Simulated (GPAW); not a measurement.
# Li2O (Fm-3m) in GPAW: single point with PBE

Aim: the single point of Li2O with PBE.

Everything below comes from runs of GPAW 26.7.0. Logs are shortened: lines on timing, memory, paths and dates and some standing lists are left out, and cuts for length are marked. The log counts tension as positive stress, the text compression.

### Step 1. The crystal as given

It takes space group Fm-3m (No. 225, cubic). Conventional cell: a = 4.654 Å, b = 4.654 Å, c = 4.654 Å, α = 90.00°, β = 90.00°, γ = 90.00°. O (site symmetry m-3m) has 8 Li at 2.02 Å as nearest neighbours. Li (site symmetry -43m) is surrounded by 4 O at 2.02 Å.

The cell comes from a database or a generator and needn't be the stable form of this composition.

### Step 2. Single point, PBE

run.py reads:

```python
from ase import Atoms
from ase.dft.bandgap import bandgap
from ase.io import write
from ase.units import GPa
from gpaw import GPAW, PW

atoms = Atoms(['O', 'Li', 'Li'],
              cell=[[0.0, 2.3268543819, 2.3268543819],
                    [2.3268543819, 0.0, 2.3268543819],
                    [2.3268543819, 2.3268543819, 0.0]],
              scaled_positions=[[0.0, 0.0, 0.0],
                                [0.25, 0.25, 0.25],
                                [0.75, 0.75, 0.75]],
              pbc=True)

calc = GPAW(mode=PW(600),
            xc='PBE',
            kpts={'size': (8, 8, 8), 'gamma': True},
            occupations={'name': 'fermi-dirac', 'width': 0.05},
            nbands=12,
            maxiter=120,
            txt='gpaw.txt')
atoms.calc = calc
energy = atoms.get_potential_energy()
forces = atoms.get_forces()
stress = atoms.get_stress()
calc.write('gs.gpw')
write('result.traj', atoms)
print(f'Energy: {energy:.6f} eV')
print('Forces (eV/A):')
print(forces.round(4))
print('Stress (GPa):', (stress / GPa).round(3))
print('Fermi level:', round(calc.get_fermi_level(), 4), 'eV')
print(f'Gap: {bandgap(calc)[0]:.4f} eV, direct: {bandgap(calc, direct=True)[0]:.4f} eV')
```

Potentials or basis: GPAW PAW data sets (gpaw-data 1.2.1), pw.

Command:

```console
> OMP_NUM_THREADS=1 python run.py
```

gpaw.txt:

```text
__  _  _
 | _ |_)|_||  |
 |__||  | ||/\| - 26.7.0

Input parameters:
  mode=PW(ecut=600.0),
  kpts=MonkhorstPack(size=(8, 8, 8), gamma=True),
  maxiter=120,
  nbands=12,
  occupations=Occupations(name='fermi-dirac', width=0.05),
  xc=XC(name='PBE')

Diagonalizing LCAO Hamiltonian
Converting LCAO to pw mode

                  Li

           Li

       O

Atoms  # Å, Bohr magnetons
|   | symbol |        x |        y |        z |    initial magnetic moments |
|---|--------|----------|----------|----------|-----------------------------|
| 0 |      O | 0.000000 | 0.000000 | 0.000000 | ( 0.0000,  0.0000,  0.0000) |
| 1 |     Li | 1.163427 | 1.163427 | 1.163427 | ( 0.0000,  0.0000,  0.0000) |
| 2 |     Li | 3.490282 | 3.490282 | 3.490282 | ( 0.0000,  0.0000,  0.0000) |

Unit cell  # Å
| periodic |        x |        y |        z |  lengths |    angles |
|----------|----------|----------|----------|----------|-----------|
|      yes | 0.000000 | 2.326854 | 2.326854 | 3.290669 | 60.000000 |
|      yes | 2.326854 | 0.000000 | 2.326854 | 3.290669 | 60.000000 |
|      yes | 2.326854 | 2.326854 | 0.000000 | 3.290669 | 60.000000 |

Number of symmetries: 48
Symmetry operations  # r_c * U_cc + t_c -> r_c
|    | kind |            matrix            |
|----|------|------------------------------|
|  0 |  σ   |  1, 0, 0,  1, 0,-1,  1,-1, 0 |
|  1 |  C2  |  1, 0, 0,  1,-1, 0,  1, 0,-1 |
|  2 |  E   |  1, 0, 0,  0, 1, 0,  0, 0, 1 |
|  3 |  σ   |  1, 0, 0,  0, 0, 1,  0, 1, 0 |
|  4 |  C4  |  1, 0,-1,  1, 0, 0,  1,-1, 0 |
|  5 |  S6  |  1, 0,-1,  1,-1, 0,  1, 0, 0 |
|  6 |  σ   |  1, 0,-1,  0, 1,-1,  0, 0,-1 |
|  7 |  C3  |  1, 0,-1,  0, 0,-1,  0, 1,-1 |
|  8 |  S6  |  1,-1, 0,  1, 0, 0,  1, 0,-1 |
|  9 |  C4  |  1,-1, 0,  1, 0,-1,  1, 0, 0 |
| 10 |  C3  |  1,-1, 0,  0,-1, 1,  0,-1, 0 |
| 11 |  σ   |  1,-1, 0,  0,-1, 0,  0,-1, 1 |
| 12 |  σ   |  0, 1, 0,  1, 0, 0,  0, 0, 1 |
| 13 |  C4  |  0, 1, 0,  0, 1,-1, -1, 1, 0 |
| 14 |  C3  |  0, 1, 0,  0, 0, 1,  1, 0, 0 |
| 15 |  S6  |  0, 1, 0, -1, 1, 0,  0, 1,-1 |
| 16 |  C2  |  0, 1,-1,  1, 0,-1,  0, 0,-1 |
| 17 |  σ   |  0, 1,-1,  0, 1, 0, -1, 1, 0 |
| 18 |  S4  |  0, 1,-1,  0, 0,-1,  1, 0,-1 |
| 19 |  C4  |  0, 1,-1, -1, 1, 0,  0, 1, 0 |
| 20 |  C3  |  0, 0, 1,  1, 0, 0,  0, 1, 0 |
| 21 |  σ   |  0, 0, 1,  0, 1, 0,  1, 0, 0 |
| 22 |  S6  |  0, 0, 1,  0,-1, 1, -1, 0, 1 |
| 23 |  C4  |  0, 0, 1, -1, 0, 1,  0,-1, 1 |
| 24 |  S4  |  0, 0,-1,  1, 0,-1,  0, 1,-1 |
| 25 |  C3  |  0, 0,-1,  0, 1,-1,  1, 0,-1 |
| 26 |  C2  |  0, 0,-1,  0,-1, 0, -1, 0, 0 |
| 27 |  S6  |  0, 0,-1, -1, 0, 0,  0,-1, 0 |
| 28 |  S4  |  0,-1, 1,  1,-1, 0,  0,-1, 0 |
| 29 |  C4  |  0,-1, 1,  0, 0, 1, -1, 0, 1 |
| 30 |  C2  |  0,-1, 1,  0,-1, 0,  1,-1, 0 |
| 31 |  σ   |  0,-1, 1, -1, 0, 1,  0, 0, 1 |
| 32 |  C3  |  0,-1, 0,  1,-1, 0,  0,-1, 1 |
| 33 |  S6  |  0,-1, 0,  0, 0,-1, -1, 0, 0 |
| 34 |  S4  |  0,-1, 0,  0,-1, 1,  1,-1, 0 |
| 35 |  C2  |  0,-1, 0, -1, 0, 0,  0, 0,-1 |
| 36 |  C2  | -1, 1, 0,  0, 1, 0,  0, 1,-1 |
| 37 |  S6  | -1, 1, 0,  0, 1,-1,  0, 1, 0 |
| 38 |  S4  | -1, 1, 0, -1, 0, 1, -1, 0, 0 |
| 39 |  C3  | -1, 1, 0, -1, 0, 0, -1, 0, 1 |
| 40 |  S6  | -1, 0, 1,  0, 0, 1,  0,-1, 1 |
| 41 |  C2  | -1, 0, 1,  0,-1, 1,  0, 0, 1 |
| 42 |  C3  | -1, 0, 1, -1, 1, 0, -1, 0, 0 |
| 43 |  S4  | -1, 0, 1, -1, 0, 0, -1, 1, 0 |
| 44 |  C2  | -1, 0, 0,  0, 0,-1,  0,-1, 0 |
| 45 |  i   | -1, 0, 0,  0,-1, 0,  0, 0,-1 |
| 46 |  σ   | -1, 0, 0, -1, 1, 0, -1, 0, 1 |
| 47 |  C2  | -1, 0, 0, -1, 0, 1, -1, 1, 0 |

BZ-sampling:
  Number of BZ points: 512
  Number of IBZ points: 29

  Monkhorst-Pack size: [8, 8, 8]
  Monkhorst-Pack shift: [0.0625, 0.0625, 0.0625]

K-points  # in reciprocal-cell coordinates
|     |                                coordinates |     weight |
|-----|--------------------------------------------|------------|
|   0 | (  0.00000000,   0.00000000,   0.00000000) | 0.00195312 |
|   1 | (  0.12500000,   0.12500000,   0.00000000) | 0.01171875 |
|   2 | (  0.12500000,   0.12500000,   0.12500000) | 0.01562500 |
|   3 | (  0.25000000,   0.12500000,   0.12500000) | 0.02343750 |
|   4 | (  0.25000000,   0.25000000,   0.00000000) | 0.01171875 |
|   5 | (  0.25000000,   0.25000000,   0.12500000) | 0.04687500 |
|   6 | (  0.25000000,   0.25000000,   0.25000000) | 0.01562500 |
|   7 | (  0.37500000,   0.25000000,  -0.37500000) | 0.04687500 |
|   8 | (  0.37500000,   0.25000000,   0.12500000) | 0.04687500 |
|   9 | (  0.37500000,   0.25000000,   0.25000000) | 0.04687500 |
| ... |                                            |            |
|  28 | (  0.50000000,   0.50000000,   0.50000000) | 0.00781250 |

Plane wave coefficients: 869
Cutoff: 600.0 eV

Spin-components: 1 (collinear spins)
Bands:           12
Projectors:      11
Spin-degeneracy: 2
Datatype:        complex128

Parallelization:
  kpt:    1
  domain: 1
  band:   1

Density:
  Valence electrons: 8.0
  Components: 1
  Grid points: [20 20 20]
  Charge: 0.0  # |e|

Potential:
  Grid points: [20 20 20]

species:
  O:
    name:    Oxygen
    Z:       8.0
    valence: 6
    core:    2
    charge:  0.0  # [|e|]
    compensation charges:
      type: gauss
      rc: 0.21  # [Å]
      lmax: 2
    cutoffs:
      filter: 1.17  # [Å]
      core: 0.83  # [Å]
    projectors
    | kind |    occ | energy [eV] | rcut [Å] |
    |------|--------|-------------|----------|
    |   2s |  2.000 |     -23.961 |    0.688 |
    |   2p |  4.000 |      -9.029 |    0.598 |
    |    s |        |       3.251 |    0.688 |
    |    p |        |      18.182 |    0.598 |
    |    d |        |       0.000 |    0.619 |

    Using partial waves for O as LCAO basis

  Li:
    name:    Lithium
    Z:       3.0
    valence: 1
    core:    2
    charge:  0.0  # [|e|]
    compensation charges:
      type: gauss
      rc: 0.33  # [Å]
      lmax: 2
    cutoffs:
      filter: 1.91  # [Å]
      core: 2.55  # [Å]
    projectors
    | kind |    occ | energy [eV] | rcut [Å] |
    |------|--------|-------------|----------|
    |   2s |  1.000 |      -2.874 |    1.058 |
    |   2p |  0.000 |      -1.090 |    1.058 |
    |    s |        |      24.337 |    1.058 |

    Using partial waves for Li as LCAO basis

Reference energy: -2446.427942  # eV

eigensolver:
  PPCG
  Converge bands: occupied
  niter=2

density mixing:
  MSR1-Mixer
  Pratt-step length: 0.05
  Maximum mixing coefficient: 0.75
  Old densities: 10
  SVD Regularization: 0.005
  Good broyden scale: 1.0
  Trust region scale: 1.0
  Backstep threshold: 4.0
  History deletion threshold: 6.0
  Fourier metric: weight=20.0, sigma=0.015

occupation numbers:
  Fermi-Dirac:
    width: 0.0500  # eV

poisson solver:
  ecut: 4800.0  # eV

xc functional:
  name: PBE with 2 nearest neighbor stencil

convergence criteria:
- Maximum [total energy] change in last 3 cyles: 0.0005 eV / valence electron
- Maximum integral of absolute [dens]ity change: 0.0001 electrons / valence electron
- Maximum integral of absolute [eigenst]ate change: 4e-08 eV^2 / valence electron
maximum number of iterations: 120

SCF iterations
|iter     | |      energy | eigst |  dens |
|---------|-|-------------|-------|-------|
|iter:   1| |  -15.165679 | -0.29 |       |
|iter:   2| |  -14.943211 | -2.66 | -0.75 |
|iter:   3| |  -14.350945 | -1.71 | -0.80 |
|iter:   4| |  -14.347409 | -3.16 | -1.24 |
|iter:   5| |  -14.354339 | -3.09 | -1.51 |
|iter:   6| |  -14.354464 | -5.65 | -2.59 |
|iter:   7| |  -14.354500c| -5.84 | -2.94 |
|iter:   8| |  -14.354500c| -8.36c| -4.26c|

Converged in 8 steps
Energy contributions relative to reference atoms: (reference = -2446.427942)

Energy contributions:
  Kinetic:          15.366423
  Coulomb:         -13.944003
  Zero:              0.156438
  External:          0.000000
  Xc:              -15.933358
  Entropy:          -0.000000
  Spinorbit:         0.000000
  ----------------------------
  Free energy:     -14.354500
  Extrapolated:    -14.354500

dipole moment: (-13.059063, -13.059063, -13.059063)  # |e|*Ang

Fermi level: 2.825
Eigenvalues  # (at kpt = [0.000, 0.000, 0.000])
| band index |      eig [eV] | occ [0-2] |
|------------|---------------|-----------|
|          0 |       -14.205 |     2.000 |
|          1 |         1.234 |     2.000 |
|          2 |         1.234 |     2.000 |
|          3 |         1.234 |     2.000 |
|          4 |         6.325 |     0.000 |
|          5 |        13.066 |     0.000 |
|          6 |        13.066 |     0.000 |
|          7 |        13.066 |     0.000 |
|          8 |        20.117 |     0.000 |
|          9 |        20.117 |     0.000 |
|         10 |        20.117 |     0.000 |
|         11 |        28.495 |     0.000 |

Gap: 4.931 eV
Transition (v -> c):
  (s=0, k=0, n=3, [0.00, 0.00, 0.00]) -> (s=0, k=24, n=4, [0.50, 0.50, 0.00])
Direct/indirect transitions are different
Direct gap: 5.091 eV
Transition at: (s=0, k=0, n=3, [0.00, 0.00, 0.00])

Forces  # eV/Ang
|        x |        y |        z |
|----------|----------|----------|
|  0.00000 |  0.00000 |  0.00000 |  # O    0
| -0.00000 |  0.00000 | -0.00000 |  # Li   1
| -0.00000 | -0.00000 |  0.00000 |  # Li   2

Stress tensor  # eV/Ang^3
|         x |         y |        z |
|-----------|-----------|----------|
|  0.015282 | -0.000000 | 0.000000 |
| -0.000000 |  0.015282 | 0.000000 |
|  0.000000 |  0.000000 | 0.015282 |

# Writing to gs.gpw (mode='')
```

Run time: 9.2 s. Hardware: 1 thread of Intel Xeon Platinum 8259CL at 2.50GHz (Skylake/Cascade Lake), shared host; peak memory 0.14 GiB.

What came out:

```
Free energy            : -14.3545 eV
Pressure               : -2.4 GPa
Band gap on the k mesh : 4.93 eV, indirect (least direct gap 5.09 eV)
```

Levels at points of the mesh, in eV from the valence-band top:
```
           k point  band 1  band 2  band 3  band 4  band 5  band 6  band 7  band 8
(0.00, 0.00, 0.00)  -15.44    0.00    0.00    0.00    5.09   11.83   11.83   11.83
(0.50, 0.50, 0.00)  -15.13   -1.59   -1.35   -1.35    4.93   13.36   13.36   14.45
(0.50, 0.50, 0.50)  -15.19   -2.73   -0.43   -0.43    9.07    9.60   11.99   11.99
```

Caveat: the cutoff is short for stress and forces, so pressures can be off by a GPa or more.
